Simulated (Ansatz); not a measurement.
TiO2:

```xyz
6
Lattice="4.5998 0.0000 0.0000 0.0000 4.5998 0.0000 0.0000 0.0000 2.9592" Properties=species:S:1:pos:R:3 pbc="T T T"
Ti    0.0000    0.0000    1.4796
Ti    2.2999    2.2999    0.0000
O     1.3998    1.3998    1.4796
O     0.9001    3.6997    0.0000
O     3.6997    0.9001    0.0000
O     3.2000    3.2000    1.4796
```

The cell is a database's computed one.

Base run:

* Program: Ansatz 0.2.0
* Functional: PBE
* Potentials or basis: Ansatz PAW
* Cutoff: 420 eV (not typed: the program's choice for these potentials)
* k mesh: 10 × 10 × 16
* Occupations: fermi-dirac, width 0.05 eV
* Spin: no spin polarisation

Its results: band gap on the k mesh 1.87 eV, direct; pressure 4.2 GPa; largest force 0.004 eV/Å.

Question: The run is repeated on the same cell with these changes: functional from PBE to PBEsol0; k mesh from 10 × 10 × 16 to 4 × 4 × 5. What comes out?

Answer: Band gap on the k mesh 4.08 eV, direct; pressure -9.0 GPa; largest force 0.248 eV/Å.

Several settings changed at once, so the effect can't be laid on one alone.

Caveats: some runs use coarse meshes; odd divisions of the mesh miss points on the zone boundary, where band edges often lie, so the gap on the mesh can be too wide (some runs); the PAW data sets come from PBE, with cores solved anew for the run's functional, which leaves a small shift of forces and pressure (some runs); the thresholds are loose for stress (some runs).

A k mesh can miss the band edges.
